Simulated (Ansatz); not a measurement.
# AlAs at 16 GPa: from Born charge to LO–TO splitting and polaron coupling

Computed with Ansatz, DFT LDA, scalar-relativistic, plane waves, PAW. Settings: 420 eV plane-wave cutoff, Γ-centred 10×10×10 mesh, fixed occupations. No spin polarisation. Phonons by linear response, acoustic sum rule imposed.

The cell, relaxed at 16 GPa:
```
Al As
1.0
     0.00000    2.67413    2.67413
     2.67413    0.00000    2.67413
     2.67413    2.67413    0.00000
Al As
1 1
Direct
  0.00000 0.00000 0.00000
  0.75000 0.75000 0.75000
```

Linear response gives ν_TO = 427.2 cm⁻¹, Born charges ±2.050 e (positive on Al) and ε∞ = 8.911. The primitive cell holds 38.245 Å³, and the masses are 26.982 and 74.922 amu.

Task: Find ν_LO and the static dielectric constant.

Result: The long-wave field adds a restoring force: ω_LO² − ω_TO² = Z*²e²/(ε_vac ε∞ μV). In these units ν_LO² − ν_TO² = 4.92064×10⁷ Z*²/(μ V ε∞) cm⁻², with μ = m₁m₂/(m₁ + m₂) = 19.837 amu: 30574 cm⁻². So ν_LO = √(427.2² + 30574) = 461.6 cm⁻¹, and the run gives 461.6. Lyddane–Sachs–Teller then gives ε0 = ε∞ (ν_LO/ν_TO)² = 10.40, against 10.40 in the run (it forms both from the same three quantities, so the match checks the arithmetic only). Between ν_TO and ν_LO the dielectric function is negative and an undamped crystal reflects fully: a reststrahlen band from 21.7 to 23.4 μm.

Task: What do the Clausius–Mossotti polarisability and the Szigeti charge come to?

Result: With the Lorentz local field, α = (3V/4π)(ε∞ − 1)/(ε∞ + 2) = 6.62 Å³ for the pair, and e_S = 3Z*/(ε∞ + 2) = 0.56 e. The Born charge includes the electrons' response to the dipole's own local field, and e_S takes that enhancement out. The Lorentz field assumes point-like polarisable ions, a poor picture once ε∞ is this large, since the electron clouds then overlap or are shared, so both numbers are formal here.

Task: How strongly does a slow electron couple to the LO mode?

Result: For one isotropic parabolic band, Fröhlich's constant is α_F = (1/ε∞ − 1/ε0) √(m* Ry/ħω_LO), with Ry = 13.606 eV, ħω_LO = 57.2 meV and m* in free-electron masses: α_F = 0.0161 × 15.42 × √m* = 0.25 √m*. The band mass isn't part of this run; for m* = 0.1, 0.3 and 1 it gives 0.08, 0.14, 0.25. In weak coupling the polaron lies α_F ħω_LO below the band edge (8 meV at m* = 0.3) with a mass m*(1 + α_F/6); past α_F of about 5 or 6 that expansion fails. A semilocal functional's ε∞ tends to be too large, which taken alone lowers α_F.

Cost: 1 run of about 1.4 core-minutes, on Intel Xeon Platinum 8259CL (Skylake/Cascade Lake) (shared hosts).

Compressed zinc-blende AlAs comes out as a polar semiconductor whose screening is mostly electronic: the lattice raises the dielectric constant only from 8.911 to 10.40. The bonds are largely covalent, built from sp³ hybrids polarised towards As. Stretching them shifts charge between the atoms, so the Born charge of 2.050 e is a dynamical quantity and not a count of transferred electrons. It gives the LO mode a clear extra stiffness, but the easily polarised valence electrons screen much of the long-range field, which keeps the splitting modest.

The same balance explains the weak Fröhlich coupling. Only the part of the screening that follows the ions can dress a slow electron, and that part is small, so α_F stays well below one for all three trial masses. In AlAs the lowest conduction valleys lie near X and are anisotropic, so a single isotropic mass probably gives the scale of the polaron shift better than its exact value. Zone-centre modes alone don't establish that zinc blende is the stable phase at 16 GPa, since AlAs is known to adopt a NiAs-type structure under compression.
